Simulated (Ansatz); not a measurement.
Here is an Ansatz 0.2.0 calculation.

input.yaml

```yaml
crystal:
  lattice:
    - [0.0, 2.325, 2.325]
    - [2.325, 0.0, 2.325]
    - [2.325, 2.325, 0.0]
  atoms:
    - { symbol: Hf, position: [0.5, 0.5, 0.5] }
    - { symbol: C, position: [0.0, 0.0, 0.0] }
kpoints:
  mp_grid: { grid: [10, 10, 10] }
scf:
  occupations: { method: fermi_dirac, width: 0.05 }
hamiltonian:
  xc: pbesol
  pseudopotentials: { kind: all_electron, lapw: { basis_error: 0.001 } }
  hubbard:
    sites: [{ species: Hf, l: d, u_eff: 8 }]
    double_counting: fll
    projectors: ortho-atomic
output:
  forces: true
  stress: true
  eigenvalues: true
  dos: { projected: false, de: 0.1, e_range: [-20, 10] }
  hubbard: {}
```

Potentials or basis: all-electron LAPW, scalar-relativistic.

Run with:

```sh
$ ansatz run input.yaml --threads 1 --pin off --max-ram 3072MiB --backend cpu --events-out ev --progress --plain --runs-dir out
```

(1) What does it give for the band gap on the k mesh?

(2) Predict the pressure.

Results:

(1) none (metal or under the smearing width).

(2) 9.8 GPa.

Caveat: U without spin polarisation on a metal has little footing; the U is typed as a test and isn't derived for this compound.
